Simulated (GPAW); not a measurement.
# CdTe (F-43m) in GPAW: further runs, part 2 of 2

GPAW 26.7.0. The steps go on from the part before.

## 3. Band structure, r2SCAN, spin-orbit coupling, no magnetisation

Contents of run.py:

```python
import numpy as np
from ase.dft.bandgap import bandgap
from ase.io import read, write
from ase.units import GPa
from gpaw import GPAW, PW
from gpaw.spinorbit import soc_eigenstates

atoms = read('POSCAR')

calc = GPAW(mode=PW(600),
            xc='MGGA_X_R2SCAN+MGGA_C_R2SCAN',
            kpts={'size': (5, 5, 5), 'gamma': True},
            occupations={'name': 'fermi-dirac', 'width': 0.05},
            nbands=18,
            convergence={'density': 1e-05, 'energy': 1e-05},
            maxiter=150,
            txt='gpaw.txt')
atoms.calc = calc
energy = atoms.get_potential_energy()
forces = atoms.get_forces()
stress = atoms.get_stress()
calc.write('gs.gpw')
write('result.traj', atoms)
print(f'Energy: {energy:.6f} eV')
print('Forces (eV/A):')
print(forces.round(4))
print('Stress (GPa):', (stress / GPa).round(3))
print('Fermi level:', round(calc.get_fermi_level(), 4), 'eV')
print(f'Gap: {bandgap(calc)[0]:.4f} eV, direct: {bandgap(calc, direct=True)[0]:.4f} eV')

path = atoms.cell.bandpath('GXWKGLUWLK,UX', npoints=60, eps=1e-4)
bs_calc = calc.fixed_density(kpts=path, symmetry='off', nbands=31,
                             convergence={'bands': 'CBM+6.0', 'eigenstates': 1e-6}, txt='bands.txt')
bs = bs_calc.band_structure()
bs.write('bs.json')
print(f'Gap on the path: {bandgap(bs_calc)[0]:.4f} eV')

soc = soc_eigenstates(bs_calc, theta=0, phi=0, ignore_xc_potential=True)
np.savetxt('soc_bands.dat', soc.eigenvalues(), fmt='%.4f')
mesh = soc_eigenstates('gs.gpw', theta=0, phi=0, ignore_xc_potential=True)
np.savetxt('soc_mesh.dat', mesh.eigenvalues(), fmt='%.4f')
print('Fermi level with spin-orbit coupling:', round(mesh.fermi_level, 4), 'eV')
```

Contents of POSCAR:

```
CdTe
1.0
    0.0000000000      3.2050000000      3.2050000000
    3.2050000000      0.0000000000      3.2050000000
    3.2050000000      3.2050000000      0.0000000000
Te Cd
1 1
Direct
    0.7500000000      0.7500000000      0.7500000000
    0.0000000000      0.0000000000      0.0000000000
```

Potentials or basis: GPAW PAW data sets (gpaw-data 1.2.1), pw.

Started as:

```
$ OMP_NUM_THREADS=1 python run.py
```

Run time: 2.3 min. Hardware: 1 thread of Arm Neoverse V2, shared host; peak memory 0.42 GiB.

It converged, with:

- Free energy: -34.3314 eV
- Pressure: 3.0 GPa
- Band gap on the k mesh: 1.06 eV, direct
- Band gap along the path: 1.06 eV, direct

Levels at the corners of the path, in eV from the valence-band top:
| point | band 15 | band 16 | band 17 | band 18 | band 19 | band 20 | band 21 | band 22 |
| --- | --- | --- | --- | --- | --- | --- | --- | --- |
| Γ | 0.00 | 0.00 | 0.00 | 0.00 | 1.06 | 1.06 | 4.43 | 4.43 |
| X | -2.54 | -2.54 | -2.17 | -2.17 | 2.50 | 2.50 | 2.68 | 2.68 |
| W | -3.16 | -2.67 | -2.66 | -2.63 | 4.22 | 4.63 | 4.66 | 4.71 |
| K | -3.29 | -2.97 | -2.00 | -1.96 | 2.87 | 2.90 | 4.51 | 4.71 |
| Γ | 0.00 | 0.00 | 0.00 | 0.00 | 1.06 | 1.06 | 4.43 | 4.43 |
| L | -1.45 | -1.45 | -0.88 | -0.88 | 1.95 | 1.95 | 5.19 | 5.19 |
| U | -3.29 | -2.97 | -2.00 | -1.96 | 2.87 | 2.90 | 4.51 | 4.71 |
| W | -3.16 | -2.67 | -2.66 | -2.63 | 4.22 | 4.63 | 4.66 | 4.71 |
| L | -1.45 | -1.45 | -0.88 | -0.88 | 1.95 | 1.95 | 5.19 | 5.19 |
| K | -3.29 | -2.97 | -2.00 | -1.96 | 2.87 | 2.90 | 4.51 | 4.71 |
| U | -3.29 | -2.97 | -2.00 | -1.96 | 2.87 | 2.90 | 4.51 | 4.71 |
| X | -2.54 | -2.54 | -2.17 | -2.17 | 2.50 | 2.50 | 2.68 | 2.68 |

Caveat: spin-orbit coupling was added after a scalar SCF, so levels and gaps hold it while energy, forces, pressure and moments don't; this program's spin-orbit splittings come out too wide for heavy elements; the PAW data sets were made with another functional, which shifts forces and pressure a little.

## 4. Equation of state, r4SCAN

Contents of run.py:

```python
from ase.eos import EquationOfState
from ase.io import Trajectory, read
from ase.units import GPa
from gpaw import GPAW, PW

atoms = read('CdTe.cif')

traj = Trajectory('eos.traj', 'w')
volumes, energies = [], []
for x in [0.94, 0.96, 0.98, 1.0, 1.02, 1.04, 1.06]:
    a = atoms.copy()
    a.set_cell(atoms.cell * x**(1 / 3), scale_atoms=True)
    calc = GPAW(mode=PW(600),
                xc='MGGA_X_R4SCAN+MGGA_C_R2SCAN',
                kpts={'size': (6, 6, 6), 'gamma': True},
                occupations={'name': 'fermi-dirac', 'width': 0.05},
                nbands=18,
                convergence={'density': 1e-05, 'energy': 1e-05},
                maxiter=150,
                txt=f'eos-{x:.2f}.txt')
    a.calc = calc
    energies.append(a.get_potential_energy(force_consistent=True))
    volumes.append(a.get_volume())
    p = -a.get_stress()[:3].mean() / GPa
    calc.write(f'eos-{x:.2f}.gpw')
    traj.write(a)
    print(f'{x:.2f} {volumes[-1]:10.4f} A^3 {energies[-1]:14.6f} eV {p:9.3f} GPa', flush=True)

v0, e0, B = EquationOfState(volumes, energies, eos='birchmurnaghan').fit()
print(f'V0 = {v0:.4f} A^3, E0 = {e0:.6f} eV, B0 = {B / GPa:.2f} GPa')
```

Contents of CdTe.cif:

```cif
data_CdTe
_cell_length_a 4.53255447
_cell_length_b 4.53255447
_cell_length_c 4.53255447
_cell_angle_alpha 60.00000000
_cell_angle_beta 60.00000000
_cell_angle_gamma 60.00000000
_space_group_name_H-M_alt 'P1'
_space_group_name_Hall 'P 1'
_space_group_IT_number 1
loop_
_space_group_symop_operation_xyz
'x,y,z'
loop_
_atom_site_label
_atom_site_type_symbol
_atom_site_symmetry_multiplicity
_atom_site_Wyckoff_symbol
_atom_site_fract_x
_atom_site_fract_y
_atom_site_fract_z
_atom_site_occupancy
Te1 Te 1 a 0.7500000000 0.7500000000 0.7500000000 1
Cd1 Cd 1 a 0.0000000000 0.0000000000 0.0000000000 1
```

Started as:

```
$ OMP_NUM_THREADS=1 python run.py
```

It took 7 min on 1 thread of Arm Neoverse V1, shared host; peak memory 0.8 GiB.

It converged, with:

- Equilibrium volume: 34.61 Å³/atom (rough: see the caveat)
- Bulk modulus: 42 GPa (rough)

Energy against volume, from the lowest point:
| volume (Å³/atom) | energy (meV/atom) |
| --- | --- |
| 30.947 | 61.37 |
| 31.605 | 39.63 |
| 32.263 | 23.14 |
| 32.922 | 11.35 |
| 33.580 | 3.91 |
| 34.239 | 0.22 |
| 34.897 | 0.00 |

Caveat: the points scatter about the fit; the PAW data sets were made with another functional, which shifts forces and pressure a little. The run has no spin-orbit coupling, so splittings on Te are missing.

## 5. Equation of state, C09-vdW

run.py: that of step 4 with these lines changed.

```diff
@@ -1,3 +1,4 @@
 from ase.eos import EquationOfState
-from ase.io import Trajectory, read
+from ase.io import Trajectory
+from ase.spacegroup import crystal
 from ase.units import GPa
@@ -5,3 +6,10 @@
 
-atoms = read('CdTe.cif')
+# Te 4c
+# Cd 4a
+atoms = crystal(['Te', 'Cd'],
+                basis=[[0.25, 0.25, 0.25],
+                       [0.0, 0.0, 0.0]],
+                spacegroup=216, setting=1,  # F-43m
+                cellpar=[6.41, 6.41, 6.41, 90.0, 90.0, 90.0],
+                primitive_cell=True)
 
@@ -13,3 +21,3 @@
     calc = GPAW(mode=PW(600),
-                xc='MGGA_X_R4SCAN+MGGA_C_R2SCAN',
+                xc={'name': 'C09-vdW', 'backend': 'libvdwxc'},
                 kpts={'size': (6, 6, 6), 'gamma': True},
@@ -23,6 +31,5 @@
     volumes.append(a.get_volume())
-    p = -a.get_stress()[:3].mean() / GPa
     calc.write(f'eos-{x:.2f}.gpw')
     traj.write(a)
-    print(f'{x:.2f} {volumes[-1]:10.4f} A^3 {energies[-1]:14.6f} eV {p:9.3f} GPa', flush=True)
+    print(f'{x:.2f} {volumes[-1]:10.4f} A^3 {energies[-1]:14.6f} eV', flush=True)
```

Started as:

```
$ OMP_NUM_THREADS=1 python run.py
```

Wall time 1.7 min (1 thread of Arm Neoverse V1, shared host); peak memory 0.39 GiB.

It converged, with:

- Equilibrium volume: 34.33 Å³/atom
- Bulk modulus: 42 GPa
- Pressure derivative of the bulk modulus: 4.8

Energy against volume, from the lowest point:
```
volume (Å³/atom)  energy (meV/atom)
          30.947              53.04
          31.605              33.01
          32.263              18.21
          32.922               8.08
          33.580               2.16
          34.239               0.00
          34.897               1.15
```

Caveat: the PAW data sets were made with another functional, which shifts forces and pressure a little.

## 6. The runs side by side

| task | level | spin | k mesh | band path | band points | spin axis theta (degrees) | spin axis phi (degrees) | gap on the mesh (eV) | pressure (GPa) |
| --- | --- | --- | --- | --- | --- | --- | --- | --- | --- |
| band structure | r2SCAN | off | 7 × 7 × 7 | GXWKGLUWLK,UX | 80 | - | - | 1.37 | 2.9 |
| band structure | r2SCAN | SOC, no magnetisation | 5 × 5 × 5 | GXWKGLUWLK,UX | 60 | 0 | 0 | 1.06 | 3.0 |
| equation of state | r4SCAN | off | 6 × 6 × 6 | - | - | - | - | - | - |
| equation of state | C09-vdW | off | 6 × 6 × 6 | - | - | - | - | - | - |

Alike in all rows: potentials or basis GPAW PAW data sets (gpaw-data 1.2.1), pw; cell as given; cutoff (eV) 600; smearing fermi-dirac 0.05 eV.

Caveats: the PAW data sets were made with another functional, which shifts forces and pressure a little; spin-orbit coupling is left out, which moves the levels of the heavy elements (some runs); spin-orbit coupling was added after a scalar SCF, so levels and gaps hold it while energy, forces, pressure and moments don't (some runs); this program's spin-orbit splittings come out too wide for heavy elements (some runs); the points scatter about the fit (some runs).

Total energies depend on the potentials used, so only differences within one code and one set of settings carry meaning.

## 7. Against experiment

Step 2. Against the measured gap of CdTe, 1.607 eV (0 K; a printed reference work, data compilation), the calculated 1.37 eV is off by -0.23 eV. Spin-orbit coupling on Cd, Te is left out. The value is that of r2SCAN, without temperature or zero-point motion.

Step 3. A measured gap of CdTe is 1.607 eV (0 K; a printed reference work, data compilation); the calculated 1.06 eV misses it by -0.54 eV. The value is that of r2SCAN, without temperature or zero-point motion.

Step 5. Against the measured bulk modulus of CdTe, 42 GPa (powder; quoted in “Multiscale insight into the Cd1-xZnxTe vibrational-mechanical properties -- High-pressure experiments and ab initio calculations”, 2023, arxiv:2306.14539), the calculated 42 GPa is off by -0.4 %. The fit is for a static lattice scaled at fixed shape and fixed fractional positions.
